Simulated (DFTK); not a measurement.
## CoO: band structure with PBEsol

The system is CoO.

```
Co O
1.0
     0.00000    2.13150    2.13150
     2.13150    0.00000    2.13150
     2.13150    2.13150    0.00000
Co O
1 1
Direct
  0.00000 0.00000 0.00000
  0.50000 0.50000 0.50000
```

```yaml
Program: DFTK 0.8.2
Task: band structure
Functional: PBEsol
Potentials_or_basis: SPMS 1.0 (PBE)
Cutoff: 816 eV
k_mesh: 10 × 10 × 10
Occupations: fermi-dirac, width 0.05 eV
Spin: collinear spin, ferromagnetic start
Starting_moments: "[2.0, 0.0] μB"
Valence_electrons: Co 17, O 6
SCF_tolerance_on_the_density: 1e-06
```

```
Band gap on the k mesh : none (metal or under the smearing width)
Net moment             : 2.95 μB per cell
Absolute moment        : 2.96 μB per cell
Site moments           : Co +2.58; O +0.37 μB
```

Levels at the corners of the path, in eV from the Fermi level:
Spin up:
| point | band 11 | band 12 | band 13 | band 14 | band 15 | band 16 |
| --- | --- | --- | --- | --- | --- | --- |
| Γ | -3.15 | -3.15 | -3.15 | 0.82 | 16.55 | 17.88 |
| X | -2.47 | -2.13 | -2.13 | 5.71 | 9.62 | 11.46 |
| W | -2.36 | -2.13 | -1.41 | 7.95 | 9.81 | 9.81 |
| K | -2.10 | -2.00 | -1.36 | 7.27 | 9.50 | 9.61 |
| Γ | -3.15 | -3.15 | -3.15 | 0.82 | 16.55 | 17.88 |
| L | -1.87 | 0.05 | 0.05 | 4.85 | 9.19 | 13.25 |
| U | -2.10 | -2.00 | -1.36 | 7.27 | 9.50 | 9.61 |
| W | -2.36 | -2.13 | -1.41 | 7.95 | 9.81 | 9.81 |
| L | -1.87 | 0.05 | 0.05 | 4.85 | 9.19 | 13.25 |
| K | -2.10 | -2.00 | -1.36 | 7.27 | 9.50 | 9.61 |
| U | -2.10 | -2.00 | -1.36 | 7.27 | 9.50 | 9.61 |
| X | -2.47 | -2.13 | -2.13 | 5.71 | 9.62 | 11.46 |
Spin down:
```csv
point,band 7,band 8,band 9,band 10,band 11,band 12,band 13,band 14
Γ,-2.59,-2.59,-1.09,-1.09,-1.09,-0.16,-0.16,1.34
X,-3.88,-3.88,-2.23,0.15,0.15,0.31,0.77,6.47
W,-5.68,-5.09,-0.37,-0.37,0.15,0.66,1.40,8.79
K,-5.71,-4.36,-1.01,0.00,0.17,0.91,1.39,8.01
Γ,-2.59,-2.59,-1.09,-1.09,-1.09,-0.16,-0.16,1.34
L,-4.70,-4.70,-0.11,-0.11,0.19,2.52,2.52,5.13
U,-5.71,-4.36,-1.01,0.00,0.17,0.91,1.39,8.01
W,-5.68,-5.09,-0.37,-0.37,0.15,0.66,1.40,8.79
L,-4.70,-4.70,-0.11,-0.11,0.19,2.52,2.52,5.13
K,-5.71,-4.36,-1.01,0.00,0.17,0.91,1.39,8.01
U,-5.71,-4.36,-1.01,0.00,0.17,0.91,1.39,8.01
X,-3.88,-3.88,-2.23,0.15,0.15,0.31,0.77,6.47
```

It took 97 s on 1 thread of Intel(R) Xeon(R) 6975P-C (Granite Rapids) (shared host), peak memory 1.7 GiB.

Caveat: the cutoff is short for these potentials, so energies and forces aren't converged, fitted volumes are rough and the log's stress (off by 3 to 10 GPa or more in trials) isn't used; a cell with one magnetic atom can't hold antiferromagnetic order, which such compounds often take; semilocal functionals often make such compounds metallic where correlation or magnetic order opens a gap, which also shifts bond lengths. With open d or f shells a metallic result of PBEsol can be an artefact of self-interaction; +U or a hybrid may open a gap.
